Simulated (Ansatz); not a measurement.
# Ge (Fd-3m) in Ansatz: notebook

One crystal, Ge, is run at these levels: RPBE, PBEsol; tasks: band structure.

Everything below comes from runs of Ansatz 0.2.0. Logs are shortened: lines on timing, memory, paths and dates and some standing lists are left out, and cuts for length are marked.

**What was measured.**

From “Temperature-dependent photoluminescence in Ge: experiment and theory”, 2020, arxiv:2003.00143, for a bulk crystal of Ge at 0 K: band gap 0.744 eV (indirect).

From “Electronic and optical properties of SixGe1-x-ySny alloys lattice-matched to Ge”, 2021, arxiv:2109.02782, for a bulk crystal of Ge: band gap 0.666 eV (indirect) at 293 K; band gap 0.807 eV (direct) at 300 K.

The runs below are set against these values where they give the same quantity.

### 1 The crystal as given

The structure is cubic, space group Fd-3m (No. 227). Conventional cell: a = 5.658 Å, b = 5.658 Å, c = 5.658 Å, α = 90.00°, β = 90.00°, γ = 90.00°. Around Ge (site symmetry -43m) lie 4 Ge at 2.45 Å.

### 2 Band structure, RPBE

File input.yaml:

```yaml
crystal:
  lattice:
    - [0.0, 2.82891, 2.82891]
    - [2.82891, 0.0, 2.82891]
    - [2.82891, 2.82891, 0.0]
  atoms:
    - { symbol: Ge, position: [0.75, 0.75, 0.75] }
    - { symbol: Ge, position: [0.5, 0.5, 0.5] }
kpoints:
  mp_grid: { grid: [8, 8, 8] }
  band_path:
    path:
      - [0.0, 0.0, 0.0]
      - [0.5, 0.0, 0.5]
      - [0.5, 0.25, 0.75]
      - [0.375, 0.375, 0.75]
      - [0.0, 0.0, 0.0]
      - [0.5, 0.5, 0.5]
      - [0.625, 0.25, 0.625]
      - [0.5, 0.25, 0.75]
    npoints: 6
scf:
  occupations: { method: fermi_dirac, width: 0.05 }
hamiltonian:
  xc: rpbe
  pseudopotentials: { kind: all_electron, lapw: { basis_error: 0.001 } }
output:
  forces: true
  stress: true
  eigenvalues: true
```

Potentials or basis: all-electron LAPW, scalar-relativistic.

Command:

```sh
ansatz run input.yaml --threads 1 --pin off --max-ram 3072MiB --backend cpu --events-out ev --progress --plain --runs-dir out
```

Log:

```text
Warning: RAYON_NUM_THREADS=1 ignored (pool sized by the plan → 1); use --threads N
LAPW: plane waves up to 9.107 Å⁻¹, error target 1.0e-3 eV per atom; small_component_spin mean_spin; Ge in spheres of 1.225 Å, 22 of its electrons in bands, Dirac shells [] (how accurate: hamiltonian.pseudopotentials.lapw.basis_error, Limitations)
Engine: ansatz 0.2.0, x86_64-unknown-linux-gnu
Pseudopotentials: kind: all_electron
Pseudopotential: Ge, LAPW, valence charge 22, lapw/all_electron/scalar/gaussian/Ge, Koelling and Harmon's equation, gaussian nucleus
Functional definition: RPBE
  parameter kappa = 0.804
  parameter beta = 0.06672455060314922
  exchange = rpbe_x(kappa = kappa, mu = beta*pi^2/3)
  correlation = pbe_c(beta = beta)
Crystal: 2 atoms, lattice volume = 45.278 Å³
Basis set: ecut = 315.99721003064303 eV, 561 PW (Γ), exchange–correlation at level 2
Bands: 27, of which v1, the nominal top of the filled ones, is band 22 counted from 1 (21 counted from 0)
Symmetry: 48 space group operations
Space group: Fd-3m (ITA 227), of the structure as read, at distance tolerance 3.6e-5 Å
k-points: 29 of 512
Non-local potential: Ge, projectors of the file, none
Initial density: superposition of atomic densities (chi_scale 0.1, normalization cell)
Initial wavefunctions: plane waves of lowest kinetic energy (no species holds an atomic orbital)
Functional: x = rpbe, c = pbe(β = 0.06672455060314922)
iter 1 solved again at ethr=9.83e-4 eV; its pass at ethr=1.00e-1 eV (dr2=4.33e-1 eV) is discarded
SCF iter   1: F=—  HF=-114244.060043 eV  |F-HF|=—  |Δ(HF+E_count)|=         —  Δρ=2.91e-2  dr2=4.34e-1  ethr=9.83e-4  ⟨swp⟩=2.1  Hψ=4820  notcnv=0
preconditioner: auto → Kerker (q_TF=auto, 2.715 Å⁻¹)  [metal: Δε(μ)=0.100 eV  Ē_g=24.315 eV  σ=0.050 eV  W_gap=0.43  n_scr=14 (ndim 8)  ℏωp=29.2 eV  f_vac=0.087  D(μ)=0.06/eV (n_scr^D=0)]
SCF iter   2: F=—  HF=-114244.046403 eV  |F-HF|=—  |Δ(HF+E_count)|=   1.36e-2  Δρ=2.09e-2  dr2=2.73e-1  ethr=9.83e-4  ⟨swp⟩=2.0  Hψ=2193  notcnv=0
SCF iter   3: F=—  HF=-114244.040863 eV  |F-HF|=—  |Δ(HF+E_count)|=   5.54e-3  Δρ=7.23e-3  dr2=4.96e-2  ethr=6.20e-4  ⟨swp⟩=2.0  Hψ=2320  notcnv=0
SCF iter   4: F=—  HF=-114244.007885 eV  |F-HF|=—  |Δ(HF+E_count)|=   3.30e-2  Δρ=4.41e-3  dr2=1.63e-2  ethr=1.13e-4  ⟨swp⟩=2.0  Hψ=2183  notcnv=0
SCF iter   5: F=—  HF=-114244.013397 eV  |F-HF|=—  |Δ(HF+E_count)|=         —  Δρ=1.57e-3  dr2=1.64e-3  ethr=3.70e-5  ⟨swp⟩=3.0  Hψ=2396  notcnv=0
the basis was enlarged: its passes take 184.0 KiB over the memory plan, 1 of 1 planned eigensolver slots
iter 6 solved again at ethr=2.43e-7 eV; its pass at ethr=3.72e-6 eV (dr2=1.07e-4 eV) is discarded
SCF iter   6: F=—  HF=-114244.016861 eV  |F-HF|=—  |Δ(HF+E_count)|=   3.46e-3  Δρ=4.96e-4  dr2=1.07e-4  ethr=2.43e-7  ⟨swp⟩=2.0  Hψ=4004  notcnv=0
SCF iter   7: F=—  HF=-114244.017356 eV  |F-HF|=—  |Δ(HF+E_count)|=   4.95e-4  Δρ=6.93e-5  dr2=1.43e-6  ethr=2.43e-7  ⟨swp⟩=3.0  Hψ=2328  notcnv=0
SCF iter   8: F=—  HF=-114244.017373 eV  |F-HF|=—  |Δ(HF+E_count)|=   1.75e-5  Δρ=1.84e-5  dr2=1.25e-7  ethr=3.25e-9  ⟨swp⟩=3.1  Hψ=2302  notcnv=0
SCF iter   9: F=-114244.017375 eV  HF=-114244.017375 eV  |F-HF|=1.29e-8  |Δ(HF+E_count)|=   1.42e-6  Δρ=3.81e-6  dr2=4.43e-9  ethr=2.83e-10  ⟨swp⟩=3.4  Hψ=2311  notcnv=0
SCF 1 converged in 9 iterations: F = -114244.017375 eV  dr2 = 4.43e-9
NSCF: frozen V_eff on 43 k-points
SCF converged after 9 iterations
Free energy (F): -114244.017375 eV
Harris-Foulkes:  -114244.017375 eV  (|F-HF|=1.29e-8)
Internal energy: -114244.016895 eV  (E = F + TS)
E sigma→0 (E₀):  -114244.017135 eV
Entropy (-TS):   -0.000479 eV (-0.240 meV/atom)
Fermi energy:    10.189432 eV
--- Per-component energies (eV) ---
  E_band       = -2081.416073
  E_kinetic    = 116644.078484
  E_xc         = -4352.859284
  E_electrostatic = -226535.236095  (all electrons and nuclei)
  E_smearing   = -0.000479  (= −TS)
  E_closure    = 0.000000  (closes the sum)
  E_atoms      = -114235.741487  (free atoms, spherical and without spin; not in F)
  Σ components = -114244.017375   (vs F -114244.017375, Δ=0.00e0)
  Basis errors (estimates in eV, not in F): energy 4.4e-4 per atom: plane waves 4.0e-4 (2.4e-4 summed), levels above the bands 6.8e-69, relativity 4.5e-8, radial functions 3.9e-5, core shells 2.0e-11; eigenvalues (radial functions only) 4.4e-7; not estimated: angular momenta, meshes, grids; target (lapw.basis_error) 1.0e-3; muffin-tin radii Ge 1.225 Å
--- Forces (eV/Å), atoms counted from 1 ---
  atom   1  Ge     0.00000000     0.00000000    -0.00000000
  atom   2  Ge     0.00000000     0.00000000    -0.00000000
  max |Σ_I F_I| component: 1.30e-18 eV/Å
--- Stress (GPa, compression-positive) ---
        5.408074       0.000000       0.000000
        0.000000       5.408074       0.000000
        0.000000       0.000000       5.408074
  P = ⅓ Tr σ = 5.4081 GPa (54.081 kbar)
--- Band table (eV; the first three rows and the last of 29) ---
  k-point 0: bands = ["-153.8344", "-153.8320", "-100.8773", "-100.8773", "-100.8773", "-100.8687", "-100.8687", "-100.8687", "-14.7043", "-14.7043", "-14.7043", "-14.6695", "-14.6695", "-14.4578", "-14.4578", "-14.4578", "-14.4455", "-14.4455", "-2.6454", "10.0947", "10.0947", "10.0947", "10.2431", "12.6549", "12.6549", "12.6549", "16.7261"]
  k-point 1: bands = ["-153.8343", "-153.8321", "-100.8774", "-100.8774", "-100.8772", "-100.8688", "-100.8686", "-100.8686", "-14.7125", "-14.7125", "-14.7018", "-14.6581", "-14.6581", "-14.4703", "-14.4703", "-14.4608", "-14.4349", "-14.4349", "-2.4551", "7.7805", "9.7598", "9.7598", "11.2044", "13.1034", "13.1034", "13.6301", "17.6262"]
  k-point 2: bands = ["-153.8341", "-153.8323", "-100.8776", "-100.8776", "-100.8768", "-100.8692", "-100.8684", "-100.8684", "-14.7226", "-14.7226", "-14.6957", "-14.6409", "-14.6409", "-14.4843", "-14.4843", "-14.4679", "-14.4244", "-14.4244", "-1.9033", "5.4139", "9.2121", "9.2121", "10.8447", "13.7371", "13.7371", "15.8137", "18.2767"]
  k-point 28: bands = ["-153.8332", "-153.8332", "-100.8784", "-100.8784", "-100.8730", "-100.8730", "-100.8676", "-100.8676", "-14.7520", "-14.7520", "-14.6108", "-14.6108", "-14.5625", "-14.5625", "-14.5301", "-14.5301", "-14.3913", "-14.3913", "1.3387", "1.3387", "6.2116", "6.2116", "14.4637", "14.4637", "14.8739", "14.8739", "21.1686"]
```

Wall time 7.3 s (1 thread of AMD EPYC 9R14 (Zen 4), shared host); peak memory 0.34 GiB.

What came out:

```
Free energy             : -114244.0174 eV
Pressure                : 5.4 GPa
Band gap on the k mesh  : 0.15 eV, direct
Band gap along the path : 0.15 eV, direct
```

Levels at the corners of the path, in eV from the valence-band top:
| point | band 18 | band 19 | band 20 | band 21 | band 22 | band 23 | band 24 | band 25 | band 26 | band 27 |
| --- | --- | --- | --- | --- | --- | --- | --- | --- | --- | --- |
| Γ | -24.54 | -12.74 | 0.00 | 0.00 | 0.00 | 0.15 | 2.56 | 2.56 | 2.56 | 6.63 |
| X | -24.50 | -8.85 | -8.85 | -3.07 | -3.07 | 0.83 | 0.83 | 9.56 | 9.56 | 11.73 |
| W | -24.49 | -8.76 | -8.76 | -3.88 | -3.88 | 4.37 | 4.37 | 4.78 | 4.78 | 11.07 |
| K | -24.48 | -9.33 | -8.26 | -4.31 | -2.63 | 1.23 | 4.14 | 7.28 | 7.40 | 8.26 |
| Γ | -24.54 | -12.74 | 0.00 | 0.00 | 0.00 | 0.15 | 2.56 | 2.56 | 2.56 | 6.63 |
| L | -24.51 | -10.65 | -7.56 | -1.41 | -1.41 | 0.27 | 3.76 | 3.76 | 7.28 | 10.71 |
| U | -24.48 | -9.33 | -8.26 | -4.31 | -2.63 | 1.23 | 4.14 | 7.28 | 7.40 | 8.26 |
| W | -24.49 | -8.76 | -8.76 | -3.88 | -3.88 | 4.37 | 4.37 | 4.78 | 4.78 | 11.07 |

### 3 Band structure, PBEsol, spin-orbit coupling, no magnetisation

Changes to input.yaml since step 2:

```diff
@@ -9,3 +9,3 @@
 kpoints:
-  mp_grid: { grid: [8, 8, 8] }
+  mp_grid: { grid: [6, 6, 6] }
   band_path:
@@ -20,3 +20,3 @@
       - [0.5, 0.25, 0.75]
-    npoints: 6
+    npoints: 10
 scf:
@@ -24,4 +24,7 @@
 hamiltonian:
-  xc: rpbe
+  xc: pbesol
   pseudopotentials: { kind: all_electron, lapw: { basis_error: 0.001 } }
+magnetization:
+  noncollinear: true
+  spin_orbit: true
 output:
```

Potentials or basis: all-electron LAPW, relativistic spinors.

Command:

```sh
ansatz run input.yaml --threads 1 --pin off --max-ram 3072MiB --backend cpu --events-out ev --progress --plain --runs-dir out
```

It took 49 s on 1 thread of AMD EPYC 9R14 (Zen 4), shared host; peak memory 0.47 GiB.

The run converged. Its results:

| Property | Result |
| --- | --- |
| Free energy | -114155.0639 eV |
| Pressure | 0.7 GPa |
| Band gap along the path | none (metal or under the smearing width) |

Levels at the corners of the path, in eV from the Fermi level:
```tsv
point	band 42	band 43	band 44	band 45	band 46	band 47
Γ	-0.05	0.05	0.05	0.05	0.05	2.34
X	-3.13	-3.13	-3.13	0.62	0.62	0.62
W	-4.02	-3.95	-3.95	4.16	4.16	4.30
K	-4.42	-2.69	-2.69	1.03	1.03	3.97
Γ	-0.05	0.05	0.05	0.05	0.05	2.34
L	-1.55	-1.36	-1.36	0.07	0.07	3.61
U	-4.42	-2.69	-2.69	1.03	1.03	3.97
W	-4.02	-3.95	-3.95	4.16	4.16	4.30
```

Caveat: the k mesh is thin for a metal, which can move the energy by tens of meV per atom; this crystal is a semiconductor, whose small gap the functional closes, so the metal is an error of the method.

### 4 Band structure, PBEsol

Changes to input.yaml since step 3:

```diff
@@ -9,3 +9,3 @@
 kpoints:
-  mp_grid: { grid: [6, 6, 6] }
+  mp_grid: { grid: [8, 8, 8] }
   band_path:
@@ -20,3 +20,3 @@
       - [0.5, 0.25, 0.75]
-    npoints: 10
+    npoints: 12
 scf:
@@ -26,5 +26,2 @@
   pseudopotentials: { kind: all_electron, lapw: { basis_error: 0.001 } }
-magnetization:
-  noncollinear: true
-  spin_orbit: true
 output:
```

Potentials or basis: all-electron LAPW, scalar-relativistic.

Command:

```sh
ansatz run input.yaml --threads 1 --pin off --max-ram 3072MiB --backend cpu --events-out ev --progress --plain --runs-dir out
```

Run time: 8.3 s. Hardware: 1 thread of AMD EPYC 9R14 (Zen 4), shared host; peak memory 0.34 GiB.

Results (log left out):

* Free energy: -114149.6668 eV
* Pressure: 0.6 GPa
* Band gap along the path: none (metal or under the smearing width)

Levels at the corners of the path, in eV from the Fermi level:
| point | band 18 | band 19 | band 20 | band 21 | band 22 | band 23 | band 24 | band 25 | band 26 | band 27 |
| --- | --- | --- | --- | --- | --- | --- | --- | --- | --- | --- |
| Γ | -24.57 | -12.81 | -0.03 | -0.02 | -0.02 | -0.02 | 2.51 | 2.51 | 2.51 | 6.21 |
| X | -24.53 | -8.92 | -8.92 | -3.11 | -3.11 | 0.64 | 0.64 | 9.46 | 9.46 | 11.49 |
| W | -24.52 | -8.82 | -8.82 | -3.96 | -3.96 | 4.26 | 4.26 | 4.61 | 4.61 | 10.94 |
| K | -24.51 | -9.39 | -8.33 | -4.39 | -2.66 | 1.06 | 4.00 | 7.14 | 7.33 | 8.08 |
| Γ | -24.57 | -12.81 | -0.03 | -0.02 | -0.02 | -0.02 | 2.51 | 2.51 | 2.51 | 6.21 |
| L | -24.54 | -10.72 | -7.65 | -1.43 | -1.43 | 0.10 | 3.68 | 3.68 | 6.95 | 10.41 |
| U | -24.51 | -9.39 | -8.33 | -4.39 | -2.66 | 1.06 | 4.00 | 7.14 | 7.33 | 8.08 |
| W | -24.52 | -8.82 | -8.82 | -3.96 | -3.96 | 4.26 | 4.26 | 4.61 | 4.61 | 10.94 |

Caveat: this crystal is a semiconductor, whose small gap the functional closes, so the metal is an error of the method.

### 5 The runs side by side

| level | potentials or basis | spin | k mesh | cutoff (eV) | pressure (GPa) |
| --- | --- | --- | --- | --- | --- |
| RPBE | all-electron LAPW, scalar-relativistic | off | 8 × 8 × 8 | 316 | 5.4 |
| PBEsol | all-electron LAPW, relativistic spinors | SOC, no magnetisation | 6 × 6 × 6 | 317 | 0.7 |
| PBEsol | all-electron LAPW, scalar-relativistic | off | 8 × 8 × 8 | 317 | 0.6 |

Alike in all rows: task band structure; cell as given; smearing fermi-dirac 0.05 eV; basis error allowed 0.001 eV/atom.

Caveats: this crystal is a semiconductor, whose small gap the functional closes, so the metal is an error of the method (some runs); the k mesh is thin for a metal, which can move the energy by tens of meV per atom (some runs).

Compare energies only between runs with the same functional and basis.

### 6 Against experiment

Step 2. A measured gap of Ge is 0.744 eV (indirect; 0 K; “Temperature-dependent photoluminescence in Ge: experiment and theory”, 2020, arxiv:2003.00143); the calculated 0.15 eV misses it by -0.60 eV. 3 values of this kind are on record (0.666 to 0.807 eV); this one was drawn at random among those near their median. Spin-orbit coupling on Ge is left out. The value is that of RPBE, without temperature or zero-point motion. Semilocal functionals fall short of measured gaps as a rule.

Step 3. Against the measured gap of Ge, 0.666 eV (indirect; 293 K; “Electronic and optical properties of SixGe1-x-ySny alloys lattice-matched to Ge”, 2021, arxiv:2109.02782), the calculated 0.00 eV is off by -0.67 eV. 3 values of this kind are on record (0.666 to 0.807 eV); this one was drawn at random among those near their median. The value is that of PBEsol, without temperature or zero-point motion. Semilocal functionals fall short of measured gaps as a rule.

Step 4. A measured gap of Ge is 0.807 eV (direct; 300 K; “Electronic and optical properties of SixGe1-x-ySny alloys lattice-matched to Ge”, 2021, arxiv:2109.02782); the calculated 0.00 eV misses it by -0.81 eV. 3 values of this kind are on record (0.666 to 0.807 eV); this one was drawn at random among those near their median. Spin-orbit coupling on Ge is left out. The value is that of PBEsol, without temperature or zero-point motion. Semilocal functionals fall short of measured gaps as a rule.
